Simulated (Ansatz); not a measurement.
Space group F-43m (No. 216). a = 5.745 Å, b = 5.745 Å, c = 5.745 Å, α = 90.00°, β = 90.00°, γ = 90.00°
| atom | site | symmetry | x | y | z |
| --- | --- | --- | --- | --- | --- |
| Ga | 4a | -43m | 0.0000 | 0.0000 | 0.0000 |
| As | 4d | -43m | 0.2500 | 0.2500 | 0.7500 |

Equation of state of this GaAs structure (not necessarily the ground state), with shape and atoms relaxed at each volume where symmetry leaves them free. Computed with DFT PBE, scalar-relativistic, plane waves, PAW in Ansatz 0.2.0.

Cutoff 420 eV; k points 12×12×12 on the computed 2-atom cell (Γ-centred); Gaussian smearing, width 0.02 eV; no spin polarisation.

```tsv
V (Å³/atom)	E − E(largest V) (meV/atom)	P (GPa)	gap on mesh (eV)
20.862	45.46	10.49	1.13
21.573	6.47	7.16	0.87
22.284	-18.92	4.36	0.62
22.995	-32.88	1.99	0.38
23.706	-37.18	0.00	0.16
24.418	-33.39	-1.65	0.00
25.129	-22.85	-3.06	0.00
26.077	0.00	-4.60	0.00
```

Question: Fit a third-order Birch–Murnaghan equation to E(V).

Answer: V0 = 23.71 Å³/atom, B0 = 61 GPa, B0' = 4.7.